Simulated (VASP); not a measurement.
# Si (Fd-3m) in VASP: further runs

The runs below take Si through elastic constants, phonons, dielectric tensor, with PBE, r2SCAN, PBEsol.

Everything below comes from runs of VASP 6.6.1. Logs are shortened: lines on timing, memory, paths and dates and some standing lists are left out, and cuts for length are marked.

### Step 1. Starting point

Symmetry: Fd-3m, No. 227, cubic system. The conventional cell has a = 5.469 Å, b = 5.469 Å, c = 5.469 Å, α = 90.00°, β = 90.00°, γ = 90.00°. Si (site symmetry -43m) is surrounded by 4 Si at 2.37 Å.

### Step 2. Elastic constants, PBE

File POSCAR:

```
Si
1.0
    0.0000000000      2.7342968687      2.7342968687
    2.7342968687      0.0000000000      2.7342968687
    2.7342968687      2.7342968687      0.0000000000
  Si
     2
Direct
     0.7500000000000000    0.7500000000000000    0.7500000000000000
     0.5000000000000000    0.5000000000000000    0.5000000000000000
```

File INCAR.step1:

```
SYSTEM = Si
PREC = Accurate ; ENCUT = 600
EDIFF = 1E-8 ; ISMEAR = 0
SIGMA = 0.03 ; LREAL = .False.
LASPH = .True. ; NELM = 80
ALGO = Normal ; ISIF = 3
LWAVE = .False. ; LCHARG = .False.
GGA = PE ; IBRION = 2
NSW = 40 ; EDIFFG = -0.002
```

File INCAR.step2:

```
SYSTEM = Si
PREC = Accurate ; ENCUT = 600
EDIFF = 1E-8 ; ISMEAR = 0
SIGMA = 0.03 ; LREAL = .False.
LASPH = .True. ; NELM = 80
ALGO = Normal ; ISIF = 3
LWAVE = .False. ; LCHARG = .False.
GGA = PE ; IBRION = 6
NFREE = 2 ; POTIM = 0.015
NSW = 1
```

File KPOINTS:

```
regular mesh
0
Gamma
  10 10 10
  0 0 0
```

Potentials or basis: VASP PAW PBE potentials, release 64 (Si).

The run is started by

```bash
cat potpaw_PBE.64/Si/POTCAR > POTCAR
cp INCAR.step1 INCAR
mpirun -np 1 vasp_std > vasp.out
cp CONTCAR POSCAR
cp INCAR.step2 INCAR
mpirun -np 1 vasp_std > vasp.out
```

OUTCAR:

```text
SYSTEM = Si
   PREC = Accurate
   ENCUT = 600
   EDIFF = 1E-8
   ISMEAR = 0
   LREAL = .False.
   LASPH = .True.
   NELM = 80
   ISIF = 3
   GGA = PE
   IBRION = 6
   NFREE = 2
   POTIM = 0.015
   NSW = 1

 ion  position               nearest neighbor table
   1  0.750  0.750  0.750-   2 2.37   2 2.37   2 2.37   2 2.37
   2  0.500  0.500  0.500-   1 2.37   1 2.37   1 2.37   1 2.37

  LATTYP: Found a face centered cubic cell.
 ALAT       =     5.4685937374

  Lattice vectors:

 A1 = (   0.0000000000,   2.7342968687,   2.7342968687)
 A2 = (   2.7342968687,   0.0000000000,   2.7342968687)
 A3 = (   2.7342968687,   2.7342968687,   0.0000000000)

Analysis of symmetry for initial positions (statically):
=====================================================================
 Subroutine PRICEL returns:
 Original cell was already a primitive cell.

 Routine SETGRP: Setting up the symmetry group for a
 face centered cubic supercell.

 Subroutine GETGRP returns: Found 48 space group operations
 (whereof 24 operations were pure point group operations)
 out of a pool of 48 trial point group operations.

The static configuration has the point symmetry T_d .
 The point group associated with its full space group is O_h .

Analysis of symmetry for dynamics (positions and initial velocities):
=====================================================================
 Subroutine PRICEL returns:
 Original cell was already a primitive cell.

 Routine SETGRP: Setting up the symmetry group for a
 face centered cubic supercell.

 Subroutine GETGRP returns: Found 48 space group operations
 (whereof 24 operations were pure point group operations)
 out of a pool of 48 trial point group operations.

The dynamic configuration has the point symmetry T_d .
 The point group associated with its full space group is O_h .

 Subroutine INISYM returns: Found 48 space group operations
 (whereof 24 operations are pure point group operations),
 and found     1 'primitive' translations

----------------------------------------------------------------------------------------

                                     Primitive cell

  volume of cell :      40.8853

  direct lattice vectors                    reciprocal lattice vectors
     0.000000000  2.734296869  2.734296869    -0.182862368  0.182862368  0.182862368
     2.734296869  0.000000000  2.734296869     0.182862368 -0.182862368  0.182862368
     2.734296869  2.734296869  0.000000000     0.182862368  0.182862368 -0.182862368

  length of vectors
     3.866879715  3.866879715  3.866879715     0.316726912  0.316726912  0.316726912

  position of ions in fractional coordinates (direct lattice)
     0.750000000  0.750000000  0.750000000
     0.500000000  0.500000000  0.500000000

  ion indices of the primitive-cell ions
   primitive index   ion index
                 1           1
                 2           2

----------------------------------------------------------------------------------------

 KPOINTS: regular mesh

Automatic generation of k-mesh.
 Grid dimensions read from file:
 generate k-points for:   10   10   10
[... 106 lines left out ...]

 Free energy of the ion-electron system (eV)
  ---------------------------------------------------
  ext. energy  EPLUGINS =         0.00000000
  ---------------------------------------------------
  free energy    TOTEN  =       -10.84933446 eV

  energy without entropy =      -10.84933446  energy(sigma->0) =      -10.84933446

------------------------ aborting loop because EDIFF is reached ----------------------------------------

  FORCE on cell =-STRESS in cart. coord.  units (eV):
  Direction    XX          YY          ZZ          XY          YZ          ZX
  --------------------------------------------------------------------------------------
  -------------------------------------------------------------------------------------
  Total        0.0018309      0.0018309      0.0018309     -0.0000000     -0.0000000     -0.0000000
  in kB        0.0717496      0.0717496      0.0717496     -0.0000000     -0.0000000     -0.0000000
  external PRESSURE =       0.0717496 kB  Pullay stress =       0.0000000 kB
[... 89 lines left out ...]
  FREE ENERGIE OF THE ION-ELECTRON SYSTEM (eV)
  ---------------------------------------------------
  free  energy   TOTEN  =       -10.8448815724 eV

  energy  without entropy=      -10.8448815724  energy(sigma->0) =      -10.84488157

[... ionic steps 4 to 12 ...]

--------------------------------------- Ionic step       13  -------------------------------------------

 number of electron       8.0000000 magnetization

------------------------ aborting loop because EDIFF is reached ----------------------------------------
[... 67 lines left out ...]
--------------------------------------- Ionic step       15  -------------------------------------------

 number of electron       8.0000000 magnetization

 Free energy of the ion-electron system (eV)
  ---------------------------------------------------
  ext. energy  EPLUGINS =         0.00000000
  ---------------------------------------------------
  free energy    TOTEN  =       -10.84786743 eV

  energy without entropy =      -10.84786743  energy(sigma->0) =      -10.84786743

 E-fermi :   5.8034     XC(G=0):  -9.3274

 val. band max:        5.6887081957   @ k =   0.0000   0.0000   0.0000
 cond. band min:       6.2326820993   @ k =   0.0000   0.4000   0.4000
 fundamental gap:      0.5439739037
 Fermi energy:         5.8034248408

 k-point     1 :       0.0000    0.0000    0.0000
  band No.  band energies     occupation
      1      -6.1985      2.00000
      2       5.5451      2.00000
      3       5.6174      2.00000
      4       5.6887      2.00000
      5       8.1310      0.00000
      6       8.1729      0.00000
      7       8.2165      0.00000
      8       8.7514      0.00000
[... 243 lines left out ...]
 k-point    24 :       0.4000    0.3000    0.0000
  band No.  band energies     occupation
      1      -4.0726      2.00000
      2       0.2064      2.00000
      3       2.8421      2.00000
      4       3.2324      2.00000
      5       6.6899      0.00000
      6       7.8807      0.00000
      7      12.4793      0.00000
      8      12.6380      0.00000

 [... further k-points ...]
[... 5 lines left out ...]
  --------------------------------------------------------------------------------------
  -------------------------------------------------------------------------------------
  Total        0.0014362      0.0049084      0.0049084      0.0000000      0.1353353      0.0000000
  in kB        0.0562804      0.1923443      0.1923443      0.0000000      5.3034030      0.0000000
  external PRESSURE =       0.1469897 kB  Pullay stress =       0.0000000 kB
[... 17 lines left out ...]
  FREE ENERGIE OF THE ION-ELECTRON SYSTEM (eV)
  ---------------------------------------------------
  free  energy   TOTEN  =       -10.8478674346 eV

  energy  without entropy=      -10.8478674346  energy(sigma->0) =      -10.84786743

 INTERNAL STRAIN TENSORS FROM STRAINED CELLS
 ============================================

 INTERNAL STRAIN TENSOR FOR ION    1 for displacements in x,y,z  (eV/Angst):
          X           Y           Z          XY          YZ          ZX
  --------------------------------------------------------------------------------
  x     0.00000     0.00000    -0.00000     0.00000    -9.03584    -0.00000
  y    -0.00000    -0.00000    -0.00000     0.00000     0.00000    -9.03571
  z     0.00000     0.00000     0.00000    -9.03590     0.00000    -0.00000

 INTERNAL STRAIN TENSORS FROM DISPLACED ATOMS
 ============================================

 INTERNAL STRAIN TENSOR FOR ION    1 for displacements in x,y,z  (eV/Angst):
          X           Y           Z          XY          YZ          ZX
  --------------------------------------------------------------------------------
  x     0.00000     0.00000     0.00000     0.00000    -9.02970     0.00000
  y     0.00000     0.00000     0.00000     0.00000     0.00000    -9.02970
  z     0.00000     0.00000     0.00000    -9.02970     0.00000     0.00000

 INTERNAL STRAIN TENSOR FOR ION    2 for displacements in x,y,z  (eV/Angst):
          X           Y           Z          XY          YZ          ZX
  --------------------------------------------------------------------------------
  x    -0.00000    -0.00000    -0.00000     0.00000     9.02970     0.00000
  y    -0.00000    -0.00000    -0.00000     0.00000     0.00000     9.02970
  z    -0.00000    -0.00000    -0.00000     9.02970     0.00000     0.00000

 Eigenvectors and eigenvalues of the dynamical matrix
 ----------------------------------------------------

   1 f  =   15.064931 THz    94.655751 2PiTHz  502.511995 cm-1    62.303519 meV
             X         Y         Z           dx          dy          dz
      4.101445  4.101445  4.101445     0.000000   -0.707107    0.000000
      2.734297  2.734297  2.734297     0.000000    0.707107    0.000000
[... 21 lines left out ...]
   6 f  =    0.000000 THz     0.000000 2PiTHz    0.000000 cm-1     0.000000 meV
             X         Y         Z           dx          dy          dz
      4.101445  4.101445  4.101445     0.000000    0.000000    0.707107
      2.734297  2.734297  2.734297     0.000000    0.000000    0.707107

--------------------------------------------------------------------------------------------------------

 ELASTIC MODULI CONTR FROM IONIC RELAXATION (kBar)
 Direction    XX          YY          ZZ          XY          YZ          ZX
 --------------------------------------------------------------------------------
 XX          -0.0000     -0.0000     -0.0000      0.0000      0.0000      0.0000
 YY          -0.0000     -0.0000     -0.0000      0.0000      0.0000      0.0000
 ZZ          -0.0000     -0.0000     -0.0000      0.0000      0.0000      0.0000
 XY           0.0000      0.0000      0.0000   -245.0267      0.0000      0.0000
 YZ           0.0000      0.0000      0.0000      0.0000   -245.0267      0.0000
 ZX           0.0000      0.0000      0.0000      0.0000      0.0000   -245.0267
 --------------------------------------------------------------------------------

 TOTAL ELASTIC MODULI (kBar)
 Direction    XX          YY          ZZ          XY          YZ          ZX
 --------------------------------------------------------------------------------
 XX        1532.4617    568.6008    568.6008     -0.0000      0.0000      0.0000
 YY         568.6008   1532.4617    568.6008     -0.0000      0.0000      0.0000
 ZZ         568.6008    568.6008   1532.4617      0.0000      0.0000      0.0000
 XY          -0.0000     -0.0000      0.0000    748.0478      0.0000      0.0000
 YZ           0.0000      0.0000      0.0000      0.0000    748.0478      0.0000
 ZX           0.0000      0.0000      0.0000      0.0000      0.0000    748.0478
 --------------------------------------------------------------------------------
```

It took 7.2 min on 1 thread of Intel Xeon Platinum 8259CL at 2.50GHz (Skylake/Cascade Lake), shared host; peak memory 0.3 GiB.

What came out:

```yaml
Elastic_constants_C11_C12_C44: 153, 57, 75 GPa
Voigt_bulk_modulus: 89 GPa
Highest_phonon_frequency_at_Γ: 503 cm⁻¹
```

Phonon frequencies in cm⁻¹ (negative: imaginary):
```
              q point        frequencies
(0.000, 0.000, 0.000)  0 0 0 503 503 503
```

Elastic tensor in Voigt notation (GPa, in the Cartesian axes of the cell as first typed):
```
153  57  57   0   0   0
 57 153  57   0   0   0
 57  57 153   0   0   0
  0   0   0  75   0   0
  0   0   0   0  75   0
  0   0   0   0   0  75
```

Clamped-ion elastic tensor (GPa):
```
153  57  57   0   0   0
 57 153  57   0   0   0
 57  57 153   0   0   0
  0   0   0  99   0   0
  0   0   0   0  99   0
  0   0   0   0   0  99
```

### Step 3. Elastic constants, r2SCAN

This run uses another cell than the first one, of 18.78 Å³/atom, 0.919 times its volume.

File POSCAR:

```
Si
1.0
   -0.0000000000      2.6581074041      2.6581074041
    2.6581074041      0.0000000000      2.6581074041
    2.6581074041      2.6581074041      0.0000000000
  Si
     2
Direct
     0.7500000000000000    0.7500000000000000    0.7500000000000000
     0.5000000000000000    0.5000000000000000    0.5000000000000000
```

File INCAR.step1:

```
PREC     = Accurate       # precision mode
ENCUT    = 600            # plane-wave cutoff, eV
EDIFF    = 1E-8           # SCF threshold, eV
ISMEAR   = 0              # smearing method
SIGMA    = 0.03           # smearing width, eV
LREAL    = F              # projectors in reciprocal space
LASPH    = T              # aspherical terms in the spheres
NELM     = 80             # most SCF steps
ALGO     = Normal         # electronic algorithm
ISIF     = 3              # what is computed and relaxed
LWAVE    = F              # write WAVECAR
LCHARG   = F              # write CHGCAR
METAGGA  = R2SCAN         # meta-GGA
LMIXTAU  = T            
PSTRESS  = 77.5         
IBRION   = 2              # ionic algorithm
NSW      = 40             # ionic steps
EDIFFG   = -0.002         # ionic threshold
```

File INCAR.step2:

```
PREC     = Accurate       # precision mode
ENCUT    = 600            # plane-wave cutoff, eV
EDIFF    = 1E-8           # SCF threshold, eV
ISMEAR   = 0              # smearing method
SIGMA    = 0.03           # smearing width, eV
LREAL    = F              # projectors in reciprocal space
LASPH    = T              # aspherical terms in the spheres
NELM     = 80             # most SCF steps
ALGO     = Normal         # electronic algorithm
ISIF     = 3              # what is computed and relaxed
LWAVE    = F              # write WAVECAR
LCHARG   = F              # write CHGCAR
METAGGA  = R2SCAN         # meta-GGA
LMIXTAU  = T            
PSTRESS  = 77.5         
IBRION   = 6              # ionic algorithm
NFREE    = 2            
POTIM    = 0.015          # step
NSW      = 1              # ionic steps
```

File KPOINTS:

```
Automatic mesh
0
Gamma
  10 10 10
```

Potentials or basis: VASP PAW PBE potentials, release 64 (Si).

The run is started by

```bash
cat potpaw_PBE.64/Si/POTCAR > POTCAR
cp INCAR.step1 INCAR
mpirun -np 1 vasp_std > vasp.out
cp CONTCAR POSCAR
cp INCAR.step2 INCAR
mpirun -np 1 vasp_std > vasp.out
```

Wall time 42 min (1 thread of Intel Xeon Platinum 8488C (Sapphire Rapids), shared host); peak memory 0.28 GiB.

It converged, with:

```yaml
Elastic_constants_C11_C12_C44: 192, 85, 87 GPa
Voigt_bulk_modulus: 121 GPa
Highest_phonon_frequency_at_Γ: 555 cm⁻¹
```

Phonon frequencies in cm⁻¹ (negative: imaginary):
```
              q point        frequencies
(0.000, 0.000, 0.000)  0 0 0 555 555 555
```

Elastic tensor in Voigt notation (GPa, in the Cartesian axes of the cell as first typed):
```
192  85  85   0   0   0
 85 192  85   0   0   0
 85  85 192   0   0   0
  0   0   0  87   0   0
  0   0   0   0  87   0
  0   0   0   0   0  87
```

Clamped-ion elastic tensor (GPa):
```
192  85  85   0   0   0
 85 192  85   0   0   0
 85  85 192   0   0   0
  0   0   0 131   0   0
  0   0   0   0 131   0
  0   0   0   0   0 131
```

Caveat: the PAW data sets were made with another functional, which shifts forces and pressure a little.

(Part 1 of 2 ends here.)
